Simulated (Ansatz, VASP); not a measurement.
## One calculation of AlN, two programs

Contents of INCAR:

```
PREC     = Accurate       # precision mode
ENCUT    = 520            # plane-wave cutoff, eV
EDIFF    = 1E-8           # SCF threshold, eV
ISMEAR   = -1             # smearing method
SIGMA    = 0.01           # smearing width, eV
LREAL    = F              # projectors in reciprocal space
LASPH    = T              # aspherical terms in the spheres
NELM     = 100            # most SCF steps
ALGO     = Normal         # electronic algorithm
ISIF     = 2              # what is computed and relaxed
LWAVE    = F              # write WAVECAR
LCHARG   = F              # write CHGCAR
LEFG     = T            
NBANDS   = 11             # bands
```

Contents of KPOINTS:

```
Automatic mesh
0
Gamma
  12 12 12
```

File POSCAR:

```
AlN
1.0
    0.0000000000      1.9910997195      1.9910997195
    1.9910997195      0.0000000000      1.9910997195
    1.9910997195      1.9910997195      0.0000000000
Al N
1 1
Direct
    0.0000000000      0.0000000000      0.0000000000
    0.5000000000      0.5000000000      0.5000000000
```

Input for Ansatz:

```yaml
crystal:
  lattice:
    - [0.0, 1.9910997195, 1.9910997195]
    - [1.9910997195, 0.0, 1.9910997195]
    - [1.9910997195, 1.9910997195, 0.0]
  atoms:
    - { symbol: Al, position: [0.0, 0.0, 0.0] }
    - { symbol: "N", position: [0.5, 0.5, 0.5] }
kpoints:
  mp_grid: { grid: [12, 12, 12] }
scf:
  occupations: { method: fermi_dirac, width: 0.01 }
hamiltonian:
  xc: lda
  pseudopotentials: { kind: all_electron, datasets: crystal }
output:
  forces: true
  stress: true
  eigenvalues: true
  efg: { contact_densities: true }
```

Change from the starting cell: volume scaled by 1.02, crystal datasets.

Alike in both runs: task electric field gradients; functional LDA; k mesh 12 × 12 × 12; occupations fermi-dirac, width 0.01 eV; no spin polarisation.

|  | VASP | Ansatz |
| --- | --- | --- |
| version | VASP 6.6.1 | Ansatz 0.2.0 |
| potentials or method | VASP PAW LDA potentials, release 64 (Al, N) | all-electron PAW with datasets made for the crystal, scalar-relativistic |
| plane-wave cutoff (eV) | 520 | see its input |

VASP gave:

- gap on the k mesh at the Fermi level (eV): 4.91
- pressure (GPa): 7.0
- Vzz of the field gradient on the site that differs most (V/Å²): 0.0

What did Ansatz give for the same quantities?

gap on the k mesh at the Fermi level (eV): 4.90; pressure (GPa): 6.3; Vzz of the field gradient on the site that differs most (V/Å²): 0.0.

Ansatz ran all-electron here, so the differences hold the error of VASP's frozen core and of both bases.

A k mesh can miss the band edges.
